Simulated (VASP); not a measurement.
# Cs (Fm-3m) in VASP: notebook, part 2 of 2

VASP 6.6.1.

## Step 4: Relaxation of the atoms, BLYP+D3, spin-orbit coupling, no magnetisation (cell strained at random at fixed volume)

File INCAR:

```
PREC = Accurate ; ENCUT = 520
EDIFF = 1E-6 ; ISMEAR = 1
SIGMA = 0.1 ; LREAL = F
LASPH = T ; NELM = 100
ALGO = Fast ; ISIF = 2
LWAVE = F ; LCHARG = F
MAGMOM = 0 0 0 ; LORBIT = 11
LSORBIT = T ; GGA_COMPAT = F
GGA = B5 ; ALDAX = 1.0
AGGAX = 1.0 ; AGGAC = 1.0
ALDAC = 0.0 ; IVDW = 11
VDW_S6 = 1.0 ; VDW_S8 = 1.682
VDW_SR = 1.094 ; VDW_SR8 = 1.0
IBRION = 2 ; NSW = 60
EDIFFG = -0.01
```

File KPOINTS:

```
regular mesh
0
Gamma
  5 5 5
```

File POSCAR:

```
Cs
1.0
    0.0284980000      3.9982250000      3.8334770000
    3.8796440000     -0.0125210000      3.8744960000
    3.9450370000      4.1046360000     -0.0779130000
Cs
1
Cartesian
    0.0000000000      0.0000000000      0.0000000000
```

Potentials or basis: VASP PAW PBE potentials, release 64 (Cs_sv).

Command:

```
$ cat potpaw_PBE.64/Cs_sv/POTCAR > POTCAR
$ mpirun -np 1 vasp_ncl > vasp.out
```

OUTCAR:

```text
PREC = Accurate
   ENCUT = 520
   EDIFF = 1E-6
   ISMEAR = 1
   LREAL = F
   LASPH = T
   NELM = 100
   ISIF = 2
   LORBIT = 11
   LSORBIT = T
   GGA = B5
   IVDW = 11
   IBRION = 2
   NSW = 60
   EDIFFG = -0.01
 IVDW          = 11

 ion  position               nearest neighbor table
   1  0.000  0.000  0.000-

  LATTYP: Found a triclinic cell.
 ALAT       =     5.5604938223
 B/A-ratio  =     0.9860671833
 C/A-ratio  =     0.9956320079
 COS(alpha) =     0.0012775354
 COS(beta)  =     0.4708912808
 COS(gamma) =     0.4969191861

  Lattice vectors:

 A1 = (  -3.8511460000,   4.0107460000,  -0.0410190000)
 A2 = (  -3.8796440000,   0.0125210000,  -3.8744960000)
 A3 = (  -3.9165390000,  -0.1064110000,   3.9113900000)

Analysis of symmetry for initial positions (statically):
=====================================================================
 Subroutine PRICEL returns:
 Original cell was already a primitive cell.

 Routine SETGRP: Setting up the symmetry group for a
 triclinic supercell.

 Subroutine GETGRP returns: Found  2 space group operations
 (whereof  2 operations were pure point group operations)
 out of a pool of  2 trial point group operations.

The static configuration has the point symmetry S_2 .

Analysis of symmetry for dynamics (positions and initial velocities):
=====================================================================
 Subroutine PRICEL returns:
 Original cell was already a primitive cell.

 Routine SETGRP: Setting up the symmetry group for a
 triclinic supercell.

 Subroutine GETGRP returns: Found  2 space group operations
 (whereof  2 operations were pure point group operations)
[... 175 lines left out ...]

 k-point     1 :       0.0000    0.0000    0.0000
  band No.  band energies     occupation
      1     -23.2747      1.00000
      2     -23.2747      1.00000
      3     -11.1408      1.00000
      4     -11.1408      1.00000
      5      -9.5785      1.00000
      6      -9.5785      1.00000
[... 433 lines left out ...]
      3     -11.1751      1.00000
      4     -11.1751      1.00000
      5      -9.6517      1.00000
      6      -9.6516      1.00000
[... 8 lines left out ...]
     15       3.2772      0.00000
     16       3.2791      0.00000

 [... further k-points ...]

------------------------ aborting loop because EDIFF is reached ----------------------------------------

 Edisp (eV)   -0.24460

 E8    (eV) :    -0.2168

  FORCE on cell =-STRESS in cart. coord.  units (eV):
  Direction    XX          YY          ZZ          XY          YZ          ZX
  --------------------------------------------------------------------------------------
  -------------------------------------------------------------------------------------
  Total      -0.02111    -0.05523    -0.02099    -0.05726     0.07214     0.02556
  in kB      -0.27476    -0.71887    -0.27312    -0.74525     0.93890     0.33261
  external pressure =       -0.42 kB  Pullay stress =        0.00 kB

 VOLUME and BASIS-vectors are now :
 -----------------------------------------------------------------------------
  energy-cutoff  :      520.00
  volume of cell :      123.10
      direct lattice vectors                 reciprocal lattice vectors
     0.028498000  3.998225000  3.833477000    -0.129178716  0.126618966  0.129759542
     3.879644000 -0.012521000  3.874496000     0.130349442 -0.122867052  0.127178386
     3.945037000  4.104636000 -0.077913000     0.126227435  0.119915740 -0.126007627

 POSITION                                       TOTAL-FORCE (eV/Angst)
 -----------------------------------------------------------------------------------
      0.00000      0.00000      0.00000         0.000000      0.000000     -0.000000
 -----------------------------------------------------------------------------------
    total drift:                               -0.000000     -0.000000     -0.000000

  FREE ENERGIE OF THE ION-ELECTRON SYSTEM (eV)
  ---------------------------------------------------
  free  energy   TOTEN  =        -0.9519116440 eV

  energy  without entropy=       -0.9523273502  energy(sigma->0) =       -0.95205021

 reached required accuracy - stopping structural energy minimisation

 Spin-Orbit-Coupling matrix elements

 Ion:    1  E_soc:     -0.3285066
 l=   1
     0.0000000    -0.0547454    -0.0547451
    -0.0547454     0.0000000    -0.0547504
    -0.0547451    -0.0547504     0.0000000
 l=   2
     0.0000000    -0.0000003     0.0000000    -0.0000002    -0.0000041
    -0.0000003     0.0000000    -0.0000029    -0.0000002    -0.0000011
     0.0000000    -0.0000029     0.0000000    -0.0000026     0.0000000
    -0.0000002    -0.0000002    -0.0000026     0.0000000    -0.0000009
    -0.0000041    -0.0000011     0.0000000    -0.0000009     0.0000000
 l=   3
     0.0000000     0.0000000     0.0000000     0.0000000     0.0000000     0.0000000     0.0000000
     0.0000000     0.0000000     0.0000000     0.0000000     0.0000000     0.0000000     0.0000000
     0.0000000     0.0000000     0.0000000     0.0000000     0.0000000     0.0000000     0.0000000
     0.0000000     0.0000000     0.0000000     0.0000000     0.0000000     0.0000000     0.0000000
     0.0000000     0.0000000     0.0000000     0.0000000     0.0000000     0.0000000     0.0000000
     0.0000000     0.0000000     0.0000000     0.0000000     0.0000000     0.0000000     0.0000000
     0.0000000     0.0000000     0.0000000     0.0000000     0.0000000     0.0000000     0.0000000

 total charge

# of ion       s       p       d       tot
------------------------------------------
    1        1.912   4.639   0.009   6.560

 magnetization (x)

# of ion       s       p       d       tot
------------------------------------------
    1        0.000   0.000   0.000   0.000

 magnetization (y)

# of ion       s       p       d       tot
------------------------------------------
    1        0.000   0.000   0.000   0.000

 magnetization (z)

# of ion       s       p       d       tot
------------------------------------------
    1        0.000   0.000  -0.000  -0.000
```

CONTCAR:

```text
Cs
   1.00000000000000
     0.0284980000000000    3.9982250000000001    3.8334769999999998
     3.8796439999999999   -0.0125210000000000    3.8744960000000002
     3.9450370000000001    4.1046360000000002   -0.0779130000000000
  Cs
     1
Direct
     0.0000000000000000    0.0000000000000000    0.0000000000000000

  0.00000000E+00  0.00000000E+00  0.00000000E+00
```

It took 7.4 min on 1 thread of AMD EPYC 7R43 (Zen 3), shared host; peak memory 0.58 GiB.

Results:

```yaml
Free_energy: -0.9519 eV
Pressure_after_relaxing: 0.0 GPa
Valence_electrons_inside_the_program's_atomic_spheres: Cs 6.56
Dispersion_energy_per_atom: -0.245 eV
```

Final structure:
```
Cs
1.0
     0.02850    3.99823    3.83348
     3.87964   -0.01252    3.87450
     3.94504    4.10464   -0.07791
Cs
1
Direct
  0.00000 0.00000 0.00000
```

Caveat: the relaxation stopped at its first step, so nothing moved; the PAW data sets were made with another functional, which shifts forces and pressure a little.

## Step 5: Single point, PBEsol

File INCAR:

```
PREC     = Accurate       # precision mode
ENCUT    = 520            # plane-wave cutoff, eV
EDIFF    = 1E-7           # SCF threshold, eV
ISMEAR   = 0              # smearing method
SIGMA    = 0.1            # smearing width, eV
LREAL    = F              # projectors in reciprocal space
LASPH    = T              # aspherical terms in the spheres
NELM     = 60             # most SCF steps
ALGO     = Fast           # electronic algorithm
ISIF     = 2              # what is computed and relaxed
LWAVE    = F              # write WAVECAR
LCHARG   = F              # write CHGCAR
GGA      = PS             # functional
NBANDS   = 10             # bands
```

File KPOINTS:

```
Automatic mesh
0
Gamma
  6 6 6
```

File POSCAR:

```
Cs
5.5838
    0.000000000000      0.707105508793      0.707105508793
    0.707105508793      0.000000000000      0.707105508793
    0.707105508793      0.707105508793      0.000000000000
Cs
1
Direct
    0.0000000000      0.0000000000      0.0000000000
```

Command:

```
$ cat potpaw_PBE.64/Cs_sv/POTCAR > POTCAR
$ mpirun -np 1 vasp_std > vasp.out
```

It took 22 s on 1 thread of AMD EPYC 7R43 (Zen 3), shared host; peak memory 0.2 GiB.

It converged, with:

```yaml
Free_energy: -0.9264 eV
Pressure: -0.2 GPa
Band_gap_on_the_k_mesh: none (metal or under the smearing width)
```

Levels at points of the mesh, in eV from the Fermi level:
| k point | band 2 | band 3 | band 4 | band 5 | band 6 | band 7 | band 8 | band 9 |
| --- | --- | --- | --- | --- | --- | --- | --- | --- |
| (0.00, 0.00, 0.00) | -10.59 | -10.59 | -10.59 | -1.59 | 2.45 | 2.45 | 2.45 | 3.48 |
| (0.50, 0.00, 0.00) | -10.69 | -10.60 | -10.60 | 0.01 | 0.73 | 2.31 | 2.31 | 4.24 |
| (0.50, 0.50, 0.00) | -10.69 | -10.63 | -10.63 | 0.35 | 1.11 | 1.36 | 3.84 | 3.84 |

Caveat: the PAW data sets were made with another functional, which shifts forces and pressure a little.

## Step 6: Single point, PBEsol

File run.py:

```python
from ase.calculators.vasp import Vasp
from ase.dft.bandgap import bandgap
from ase.io import read

atoms = read('Cs.cif', primitive_cell=True, subtrans_included=False)
calc = Vasp(
    directory='calc',
    xc='pbesol',
    pp='PBE',
    setups='materialsproject',
    prec='Accurate',
    encut=520,
    ediff=1e-06,
    ismear=0,
    sigma=0.1,
    lreal=False,
    lasph=True,
    nelm=80,
    algo='Normal',
    isif=2,
    lwave=False,
    lcharg=False,
    kpts=[6, 6, 6],
    gamma=True,
    nbands=10,
)
atoms.calc = calc

print('energy (eV):', atoms.get_potential_energy())
print('free energy (eV):', atoms.get_potential_energy(force_consistent=True))
print('forces (eV/A):')
print(atoms.get_forces())
print('stress (eV/A^3, Voigt):', atoms.get_stress())
print('Fermi level (eV):', calc.get_fermi_level())
gap, top, bottom = bandgap(calc)
print('band gap (eV):', gap, 'from (spin, k, band)', top, 'to', bottom)
```

File Cs.cif:

```cif
data_Cs
_cell_length_a 7.89667148
_cell_length_b 7.89667148
_cell_length_c 7.89667148
_cell_angle_alpha 90.00000000
_cell_angle_beta 90.00000000
_cell_angle_gamma 90.00000000
_space_group_name_H-M_alt 'Fm-3m'
_space_group_name_Hall '-F 4 2 3'
_space_group_IT_number 225
loop_
_space_group_symop_operation_xyz
'x,y,z'
'-x,-y,-z'
'-y,x,z'
'y,-x,-z'
'-x,-y,z'
'x,y,-z'
'y,-x,z'
'-y,x,-z'
'x,-y,-z'
'-x,y,z'
'-y,-x,-z'
'y,x,z'
'-x,y,-z'
'x,-y,z'
'y,x,-z'
'-y,-x,z'
'z,x,y'
'-z,-x,-y'
'z,-y,x'
'-z,y,-x'
'z,-x,-y'
'-z,x,y'
'z,y,-x'
'-z,-y,x'
'-z,x,-y'
'z,-x,y'
'-z,-y,-x'
'z,y,x'
'-z,-x,y'
'z,x,-y'
'-z,y,x'
'z,-y,-x'
'y,z,x'
'-y,-z,-x'
'x,z,-y'
'-x,-z,y'
'-y,z,-x'
'y,-z,x'
'-x,z,y'
'x,-z,-y'
'-y,-z,x'
'y,z,-x'
'-x,-z,-y'
'x,z,y'
'y,-z,-x'
'-y,z,x'
'x,-z,y'
'-x,z,-y'
'x,y+1/2,z+1/2'
'-x,-y+1/2,-z+1/2'
'-y,x+1/2,z+1/2'
[... 62 lines left out ...]
'-z+1/2,-x,-y+1/2'
'z+1/2,-y,x+1/2'
'-z+1/2,y,-x+1/2'
'z+1/2,-x,-y+1/2'
'-z+1/2,x,y+1/2'
'z+1/2,y,-x+1/2'
'-z+1/2,-y,x+1/2'
'-z+1/2,x,-y+1/2'
'z+1/2,-x,y+1/2'
'-z+1/2,-y,-x+1/2'
'z+1/2,y,x+1/2'
'-z+1/2,-x,y+1/2'
'z+1/2,x,-y+1/2'
'-z+1/2,y,x+1/2'
'z+1/2,-y,-x+1/2'
'y+1/2,z,x+1/2'
'-y+1/2,-z,-x+1/2'
'x+1/2,z,-y+1/2'
'-x+1/2,-z,y+1/2'
'-y+1/2,z,-x+1/2'
'y+1/2,-z,x+1/2'
'-x+1/2,z,y+1/2'
'x+1/2,-z,-y+1/2'
'-y+1/2,-z,x+1/2'
'y+1/2,z,-x+1/2'
'-x+1/2,-z,-y+1/2'
'x+1/2,z,y+1/2'
'y+1/2,-z,-x+1/2'
'-y+1/2,z,x+1/2'
'x+1/2,-z,y+1/2'
'-x+1/2,z,-y+1/2'
'x+1/2,y+1/2,z'
'-x+1/2,-y+1/2,-z'
'-y+1/2,x+1/2,z'
'y+1/2,-x+1/2,-z'
'-x+1/2,-y+1/2,z'
'x+1/2,y+1/2,-z'
'y+1/2,-x+1/2,z'
'-y+1/2,x+1/2,-z'
'x+1/2,-y+1/2,-z'
'-x+1/2,y+1/2,z'
'-y+1/2,-x+1/2,-z'
'y+1/2,x+1/2,z'
'-x+1/2,y+1/2,-z'
'x+1/2,-y+1/2,z'
'y+1/2,x+1/2,-z'
'-y+1/2,-x+1/2,z'
'z+1/2,x+1/2,y'
'-z+1/2,-x+1/2,-y'
'z+1/2,-y+1/2,x'
'-z+1/2,y+1/2,-x'
'z+1/2,-x+1/2,-y'
'-z+1/2,x+1/2,y'
'z+1/2,y+1/2,-x'
'-z+1/2,-y+1/2,x'
'-z+1/2,x+1/2,-y'
'z+1/2,-x+1/2,y'
'-z+1/2,-y+1/2,-x'
'z+1/2,y+1/2,x'
'-z+1/2,-x+1/2,y'
'z+1/2,x+1/2,-y'
'-z+1/2,y+1/2,x'
'z+1/2,-y+1/2,-x'
'y+1/2,z+1/2,x'
'-y+1/2,-z+1/2,-x'
'x+1/2,z+1/2,-y'
'-x+1/2,-z+1/2,y'
'-y+1/2,z+1/2,-x'
'y+1/2,-z+1/2,x'
'-x+1/2,z+1/2,y'
'x+1/2,-z+1/2,-y'
'-y+1/2,-z+1/2,x'
'y+1/2,z+1/2,-x'
'-x+1/2,-z+1/2,-y'
'x+1/2,z+1/2,y'
'y+1/2,-z+1/2,-x'
'-y+1/2,z+1/2,x'
'x+1/2,-z+1/2,y'
'-x+1/2,z+1/2,-y'
loop_
_atom_site_label
_atom_site_type_symbol
_atom_site_symmetry_multiplicity
_atom_site_Wyckoff_symbol
_atom_site_fract_x
_atom_site_fract_y
_atom_site_fract_z
_atom_site_occupancy
Cs1 Cs 4 a 0.0000000000 0.0000000000 0.0000000000 1
```

Potentials or basis: VASP PAW PBE potentials, release 64 (Cs_sv).

Command:

```
$ python run.py
```

Wall time 18 s (1 thread of AMD EPYC 7R43 (Zen 3), shared host); peak memory 0.19 GiB.

Results (log left out):

* Free energy: -0.9264 eV
* Pressure: -0.2 GPa
* Band gap on the k mesh: none (metal or under the smearing width)

Levels at points of the mesh, in eV from the Fermi level:
```csv
k point,band 2,band 3,band 4,band 5,band 6,band 7,band 8,band 9
"(0.00, 0.00, 0.00)",-10.59,-10.59,-10.59,-1.59,2.45,2.45,2.45,3.48
"(0.50, 0.00, 0.00)",-10.69,-10.60,-10.60,0.01,0.73,2.31,2.31,4.23
"(0.50, 0.50, 0.00)",-10.69,-10.63,-10.63,0.35,1.11,1.36,3.84,3.84
```

Caveat: the PAW data sets were made with another functional, which shifts forces and pressure a little. Spin-orbit coupling is left out, which matters for the levels of Cs.

## Step 7: The reference run

An earlier run on the cell as given: functional PBE; potentials or basis VASP PAW PBE potentials, release 64 (Cs_sv); cutoff 520 eV; k mesh 6 × 6 × 6; occupations fermi-dirac, width 0.05 eV; no spin polarisation.

* Pressure: -0.1 GPa
* Band gap on the k mesh: none (metal or under the smearing width)

## Step 8: Overview

| task | level | spin | cell | k mesh | cutoff (eV) | smearing | gap on the mesh (eV) | pressure (GPa) |
| --- | --- | --- | --- | --- | --- | --- | --- | --- |
| single point | PBEsol | off | as given | 6 × 6 × 6 | 500 | gaussian 0.05 eV | none | -0.2 |
| relaxation of the atoms | BLYP+D3 | SOC, no magnetisation | atoms relaxed from: cell strained at random at fixed volume | 5 × 5 × 5 | 520 | methfessel-paxton 0.1 eV | - | 0.0 |
| single point | PBEsol | off | as given | 6 × 6 × 6 | 520 | gaussian 0.1 eV | none | -0.2 |
| single point | PBE | off | as given | 6 × 6 × 6 | 520 | fermi-dirac 0.05 eV | none | -0.1 |

Alike in all rows: potentials or basis VASP PAW PBE potentials, release 64 (Cs_sv).

Every run on the cell as given and a fine mesh finds a metal.

Caveats: the PAW data sets were made with another functional, which shifts forces and pressure a little (some runs); the relaxation stopped at its first step, so nothing moved (some runs).

Absolute energies hang on the potentials; compare differences alone.
